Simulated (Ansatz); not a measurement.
## Deforming Te

```xyz
3
Lattice="4.4580 0.0000 0.0000 -2.2290 3.8607 0.0000 0.0000 0.0000 5.9250" Properties=species:S:1:pos:R:3 pbc="T T T"
Te    3.3212    0.0000    1.9750
Te   -1.6606    2.8763    3.9500
Te    0.5684    0.9845    0.0000
```

Atoms are numbered in the order listed.

The cell is COD entry 1531230, as deposited and not checked against the literature; nothing was relaxed.

No spin–orbit coupling, which matters for the heavy atoms here.

These are results of Ansatz 0.2.0, DFT, PBE, all-electron LAPW, scalar-relativistic, not measurements.

Sampling and basis: a Γ-centred 9×9×6 k mesh, Fermi–Dirac smearing of 0.08 eV, basis error target 0.5 meV/atom, no spin polarisation.

The unchanged cell is at 3.15 GPa.

x, y and z are the Cartesian axes of the cell as listed; fractional coordinates follow a strain, and an engineering shear is twice the off-diagonal strain component.

(1) With this change (equal xy, yz and zx engineering shear strains of -3 %), what becomes of the energy and stress and forces?

With equal xy, yz and zx engineering shear strains of -1 %: energy change under 1 meV/atom; stress change (xx, yy, zz, yz, xz, xy) -0.25, 0.27, 0.01, 0.54, 0.27, -0.06 GPa, compression positive; change of the force on Te3 (-0.038, 0.033, 0.105) eV/Å.

(2) With this change (equal xy, yz and zx engineering shear strains of +2 %), what becomes of the energy and stress and forces?

With equal xy, yz and zx engineering shear strains of -2 %: energy change +3 meV/atom; stress change (xx, yy, zz, yz, xz, xy) -0.48, 0.57, 0.05, 1.09, 0.52, -0.12 GPa, compression positive; change of the force on Te3 (-0.076, 0.067, 0.209) eV/Å.

With equal xy, yz and zx engineering shear strains of +1 %: energy change under 1 meV/atom; stress change (xx, yy, zz, yz, xz, xy) 0.26, -0.24, 0.01, -0.53, -0.29, 0.06 GPa, compression positive; change of the force on Te3 (0.039, -0.030, -0.105) eV/Å.

With equal xy, yz and zx engineering shear strains of +3 %: energy change +8 meV/atom; stress change (xx, yy, zz, yz, xz, xy) 0.81, -0.61, 0.11, -1.56, -0.94, 0.21 GPa, compression positive; change of the force on Te3 (0.122, -0.084, -0.318) eV/Å.

Answers

(1) Energy change +8 meV/atom; stress change (xx, yy, zz, yz, xz, xy) -0.70, 0.90, 0.11, 1.65, 0.75, -0.18 GPa, compression positive; change of the force on Te3 (-0.114, 0.104, 0.313) eV/Å.

(2) Energy change +3 meV/atom; stress change (xx, yy, zz, yz, xz, xy) 0.53, -0.44, 0.05, -1.05, -0.61, 0.13 GPa, compression positive; change of the force on Te3 (0.080, -0.058, -0.211) eV/Å.
